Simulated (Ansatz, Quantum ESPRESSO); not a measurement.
# 2H-MoS2, 1 layer: the gap on the mesh at a withheld member of a series

Method. Quantum ESPRESSO 7.5, PBE, SG15 norm-conserving. Cell and atoms are relaxed under PBE (GBRV files) and held. Screened hybrids with norm-conserving files, screening 0.106 per bohr, fixed occupations, a 9×9×1 mesh with exchange on 3×3×1 q points. Levels count from the potential in the middle of the vacuum. The series steps the share of short-range exact exchange (0.25 is HSE06, 0 is PBE).

```tsv
share of short-range exact exchange	gap on the mesh (eV)
0	1.664
0.1	1.864
0.15	1.966
0.2	2.069
0.25	2.173
0.4	2.493
```

**Question.** What is the gap on the mesh at 0.3?

By hand: The rows at 0.25 and 0.4 give a slope of (2.493 − (2.173))/(0.4 − (0.25)) = 2.133, so a straight line gives 2.280 eV. A parabola through these and the row at 0.2 gives 2.278 eV.

**Check.** 2.279 eV. The line misses by +0.001 and the parabola by −0.001 eV. Both misses are under 5 % of the step from the nearer row.

Caveats: Gaps are those of the mesh; no spin-orbit coupling; the q mesh was not tested; the geometry stays that of PBE.

[Logs are printed without paths, hosts, clocks, repeated set-up lines and the standing remarks that a program may print on its own settings, such as how far it seeks lower states.]
